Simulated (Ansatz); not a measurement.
BaF2 (fluorite), relaxed and computed with several functionals in Ansatz (plane waves, PAW).

| functional | a (Å) | gap (eV) | B₀ by P(V) fit (GPa) |
|---|---|---|---|
| PBEsol | 6.138 | 6.83 | 61.7 |
| PBE | 6.246 | 6.73 | 53.9 |
| r²SCAN | 6.195 | 7.41 | 61.0 |
| HSE06 | 6.207 | 8.74 | 57.5 |
| LDA | 6.044 | 6.76 | 71.9 |

All cells were relaxed under the symmetry of their starts (and spin orders); stability against distortions was not tested throughout. Spin–orbit coupling is left out wherever it is not named.

Potentials: the later of the program's two PAW sets.

Ansatz (a first-principles code) is a plane-wave DFT program.
